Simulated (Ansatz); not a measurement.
# MgZn2O3: the cost of one run

Computed with Ansatz 0.2.0 (DFT PBE, scalar-relativistic, plane waves, PAW, unless a step's input says otherwise).

## Step 1: The starting structure

It takes space group P-6m2 (No. 187, hexagonal). The conventional cell has a = 3.754 Å, b = 3.754 Å, c = 6.260 Å, α = 90.00°, β = 90.00°, γ = 120.00°. Around Mg (site symmetry -6m2) lie 6 O at 2.17 Å. Zn (site symmetry 3m) is surrounded by 4 O at 1.82 to 2.53 Å. O (site symmetry -6m2) has 3 O at 2.17 Å and 3 Mg at 2.17 Å in its first shell of neighbours. O (site symmetry -6m2) is surrounded by 6 Zn at 2.53 Å. O (site symmetry -6m2) has 2 Zn at 1.82 Å and 3 Mg at 2.17 Å in its first shell of neighbours.

Coordinates:

```cif
data_structure
_symmetry_space_group_name_H-M 'P 1'
_symmetry_Int_Tables_number 1
_cell_length_a 3.7536
_cell_length_b 3.7536
_cell_length_c 6.2601
_cell_angle_alpha 90.000
_cell_angle_beta 90.000
_cell_angle_gamma 120.000
_cell_volume 76.39
loop_
_atom_site_label
_atom_site_type_symbol
_atom_site_fract_x
_atom_site_fract_y
_atom_site_fract_z
_atom_site_occupancy
Mg1 Mg 0.00000 0.00000 0.00000 1
Zn1 Zn 0.33333 0.66667 0.29001 1
Zn2 Zn 0.33333 0.66667 0.70999 1
O1 O 0.66667 0.33333 0.00000 1
O2 O 0.00000 0.00000 0.50000 1
O3 O 0.33333 0.66667 0.00000 1
```

A structure generator made this guess: random cell by space group and Wyckoff sites (P-6m2, No. 187). The dimensions are guesses.

## Step 2: Probe: one point on a coarse mesh

input.yaml

```yaml
crystal:
  lattice:
    - [3.75362079, 0.0, 0.0]
    - [-1.8768104, 3.25073096, 0.0]
    - [0.0, 0.0, 6.26005837]
  atoms:
    - { symbol: Mg, position: [0.0, 0.0, 0.0] }
    - { symbol: Zn, position: [0.33333333, 0.66666667, 0.29000986] }
    - { symbol: Zn, position: [0.33333333, 0.66666667, 0.70999014] }
    - { symbol: O, position: [0.66666667, 0.33333333, 0.0] }
    - { symbol: O, position: [0.0, 0.0, 0.5] }
    - { symbol: O, position: [0.33333333, 0.66666667, 0.0] }
basis:
  ecutwfc: 420
kpoints:
  mp_grid: { grid: [6, 6, 4] }
hamiltonian:
  xc: pbe
scf:
  occupations: { method: gaussian, width: 0.1 }
  lower_state_search: "off"
output:
  forces: true
  stress: true
  eigenvalues: true
```

Run with:

```bash
$ ansatz run input.yaml --threads 1 --pin off --max-ram 2560MiB --backend cpu --events-out ev --progress --plain --runs-dir out
```

**Question.** How long does this run take on 1 thread of AMD EPYC 7R43 (Zen 3), shared host, and how much memory does it need?

About 5.5 s, with a peak of 0.38 GiB.
